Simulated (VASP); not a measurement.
PbSe:

```
CELL_PARAMETERS angstrom
0.00000 3.05226 3.05226
3.05226 0.00000 3.05226
3.05226 3.05226 0.00000
ATOMIC_POSITIONS crystal
Pb 0.00000 0.00000 0.00000
Se 0.50000 0.50000 0.50000
```

Base run:

```yaml
Program: VASP 6.6.1
Functional: TB-mBJ
Potentials_or_basis: VASP PAW PBE potentials, release 64 (Pb_d, Se)
Cutoff: 520 eV
k_mesh: 10 × 10 × 10
Occupations: gaussian, width 0.03 eV
Spin: no spin polarisation
```

Its results: band gap on the k mesh 0.83 eV, direct.

The run is repeated on the same cell with these changes: functional from TB-mBJ to r2SCAN. What comes out?

Band gap on the k mesh 0.55 eV, direct.

Caveats: spin-orbit coupling is left out, which as a rule narrows the gap of such compounds by several tenths of an eV.
